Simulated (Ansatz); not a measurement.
# Na4H: balancing the decomposition

Method: Ansatz, DFT PBE, scalar-relativistic, plane waves, PAW. Settings: cutoff 420 eV, Γ-centred meshes spaced at most about 0.3 Å⁻¹, and about 0.25 Å⁻¹ or finer for metals (2π included), Gaussian smearing. No spin polarisation.

The zero of energy is the elements' standard structures at the same level (H₂ as a molecule); no fitted shifts are applied.

These are static total energies at zero pressure. With hydrogen, zero-point motion can shift formation energies by some tens of meV/atom.

A trial structure of Na4H (reached from: Be4B type (P4/nmm); relaxed: space group P4/nmm (No. 129), a = 4.747 Å, c = 13.232 Å) has a formation energy of 0.059 eV/atom. At its composition the lowest mixture among the elements and 1 reference phase computed alike (others may be missing) consists of these:

```csv
phase,source,ΔE_f (eV/atom)
Na (solid),element,-0.001
NaH (Fm-3m),COD,-0.196
```

The lowest database cell of Na (-0.001) lies slightly below the reference, hence the non-zero entry.

Question: Write the balanced decomposition and find its energy per atom, per formula unit and per mole of formula units.

Answer: Balancing Na and H gives Na4H → 3 Na + NaH. The left side holds 5 atoms, and the products take 3/5 (Na) and 2/5 (NaH) of them. The mixture therefore lies at 3/5 × (-0.001) + 2/5 × (-0.196) = -0.079 eV/atom. The reaction energy is -0.079 − (0.059) = -0.138 eV/atom. Times 5 atoms that is -0.690 eV per Na4H, and times 96.485 it is -67 kJ per mole of Na4H. Decomposition is downhill, so the trial structure is unstable against this mixture.
